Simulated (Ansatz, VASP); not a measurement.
Given: the input of a run of Ansatz 0.2.0 on SiC. The cell is a database's computed one, not the measured one.

File input.yaml:

```yaml
crystal:
  lattice:
    - [3.0756941497, 0.0, 0.0]
    - [-1.5378470748, 2.6636292679, 0.0]
    - [0.0, 0.0, 10.07064648]
  atoms:
    - { symbol: Si, position: [0.0, 0.0, 0.18789438] }
    - { symbol: Si, position: [0.0, 0.0, 0.68789438] }
    - { symbol: Si, position: [0.3333333333, 0.6666666667, 0.43784198] }
    - { symbol: Si, position: [0.6666666667, 0.3333333333, 0.93784198] }
    - { symbol: C, position: [0.0, 0.0, 0.00046005] }
    - { symbol: C, position: [0.0, 0.0, 0.50046005] }
    - { symbol: C, position: [0.3333333333, 0.6666666667, 0.24980259] }
    - { symbol: C, position: [0.6666666667, 0.3333333333, 0.74980259] }
hamiltonian:
  xc: pbesol
  pseudopotentials: { kind: paw }
  dispersion: d3bj
kpoints:
  mp_grid: { grid: [10, 10, 3] }
scf:
  occupations: { method: fermi_dirac, width: 0.05 }
output:
  forces: true
  stress: true
relax:
  f_tol: 0.01
  max_steps: 40
  cell: { stress_tol: 0.05 }
```

Potentials or basis: Ansatz PAW.

Run with:

```bash
$ ansatz run input.yaml --threads 2 --pin off --max-ram 5120MiB --backend cpu --events-out ev --progress --plain --runs-dir out
```

Set up the same calculation for VASP 6.6.1. Potentials or basis there: PBE PAW files C, Si, 600 eV.

As run (cutoffs and basis follow the program's own potentials, and thresholds, step limits or extra output files can differ):

INCAR

```
SYSTEM = SiC
PREC     = Accurate       ! precision mode
ENCUT    = 600            ! plane-wave cutoff, eV
EDIFF    = 1E-7           ! SCF threshold, eV
ISMEAR   = -1             ! smearing method
SIGMA    = 0.05           ! smearing width, eV
LREAL    = .FALSE.        ! projectors in reciprocal space
LASPH    = .TRUE.         ! aspherical terms in the spheres
NELM     = 60             ! most SCF steps
ALGO     = Normal         ! electronic algorithm
ISIF     = 3              ! what is computed and relaxed
LWAVE    = .FALSE.        ! write WAVECAR
LCHARG   = .FALSE.        ! write CHGCAR
GGA      = PS             ! functional
IVDW     = 12             ! dispersion correction
IBRION   = 2              ! ionic algorithm
NSW      = 60             ! ionic steps
EDIFFG   = -0.02          ! ionic threshold
```

Contents of KPOINTS:

```
Automatic mesh
0
G
  10 10 3
  0 0 0
```

POSCAR

```
SiC
1.0
    3.0756941497      0.0000000000      0.0000000000
   -1.5378470748      2.6636292679      0.0000000000
    0.0000000000      0.0000000000     10.0706464800
Si C
4 4
Direct
    0.0000000000      0.0000000000      0.1878943800
    0.0000000000      0.0000000000      0.6878943800
    0.3333333333      0.6666666667      0.4378419800
    0.6666666667      0.3333333333      0.9378419800
    0.0000000000      0.0000000000      0.0004600500
    0.0000000000      0.0000000000      0.5004600500
    0.3333333333      0.6666666667      0.2498025900
    0.6666666667      0.3333333333      0.7498025900
```

Potentials or basis: VASP PAW PBE potentials, release 64 (Si, C).

Command:

```sh
$ cat potpaw_PBE.64/Si/POTCAR potpaw_PBE.64/C/POTCAR > POTCAR
$ mpirun -np 1 vasp_std > vasp.out
```

Both were run:

|  | Ansatz | VASP |
| --- | --- | --- |
| Relaxed volume | 10.16 Å³/atom | 10.17 Å³/atom |
| Relaxed cell | a = 3.061 Å, b = 3.061 Å, c = 10.018 Å, α = 90.00°, β = 90.00°, γ = 120.00° | a = 3.061 Å, b = 3.061 Å, c = 10.022 Å, α = 90.00°, β = 90.00°, γ = 120.00° |
| Space group after relaxing | P6_3mc (No. 186) | P6_3mc (No. 186) |
| Pressure after relaxing | 0.0 GPa | 0.0 GPa |

Ansatz's pressure holds a Pulay term of +0.30 GPa for its cutoff of 420 eV, which the other run lacks.

Ansatz's potentials were made for PBE. VASP's potentials were made for PBE.

Where Ansatz's input types no cutoff or centring, it takes its own default and a Γ-centred mesh.

Pressure is positive in compression.
